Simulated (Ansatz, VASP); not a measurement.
**Two plane-wave programs on In**

```
In
1.0
     3.08589    0.00000    0.00000
     0.00000    3.08589    0.00000
     0.00000    0.00000    3.08589
In
1
Direct
  0.00000 0.00000 0.00000
```

Alike in both runs: task single point; functional LDA; k mesh 12 × 12 × 12; occupations fermi-dirac, width 0.1 eV; no spin polarisation.

|  | VASP | Ansatz |
| --- | --- | --- |
| version | VASP 6.6.1 | Ansatz 0.2.0 |
| potentials or method | VASP PAW LDA potentials, release 64 (In_d) | plane waves (420 eV) with PAW, scalar-relativistic |
| plane-wave cutoff (eV) | 520 | 420 |
| valence electrons in the cell | 13 | 13 |

```csv
,VASP,Ansatz,Ansatz less VASP
pressure (GPa),-3.8,-3.8,+0.03
```

Ansatz warned: «pseudo_functional_mismatch».
